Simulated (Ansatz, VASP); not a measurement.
Two plane-wave programs on KBr

```
CELL_PARAMETERS angstrom
0.00000 3.02910 3.16080
3.02910 0.00000 3.16080
3.02910 3.02910 0.00000
ATOMIC_POSITIONS crystal
K 0.00000 0.00000 0.00000
Br 0.50000 0.50000 0.50000
```

Change from the starting cell: strain -0.080 along x and y, -0.040 along z, atoms carried along.

Alike in both runs: task single point; functional PBEsol; k mesh 6 × 6 × 6; occupations gaussian, width 0.05 eV; no spin polarisation.

|  | VASP | Ansatz |
| --- | --- | --- |
| version | VASP 6.6.1 | Ansatz 0.2.0 |
| potentials or method | VASP PAW PBE potentials, release 64 (K_sv, Br) | scalar-relativistic, plane waves, PAW |
| plane-wave cutoff (eV) | 520 | 420 |
| valence electrons in the cell | 16 | 16 |

|  | VASP | Ansatz | Ansatz less VASP |
| --- | --- | --- | --- |
| gap on the k mesh at the Fermi level (eV) | 4.84 | 4.85 | +0.005 |
| least direct gap on the mesh (eV) | 4.84 | 4.85 | +0.005 |
| pressure (GPa) | 5.1 | 4.9 | -0.15 |
| largest component of the traceless stress (GPa) | 2.20 | 2.16 | -0.042 |

With one functional, cell and mesh, what is left measures potentials, basis and numerics.

Caveats: the PAW data sets were made with another functional, which shifts forces and pressure a little (VASP). A k mesh can miss the band edges.
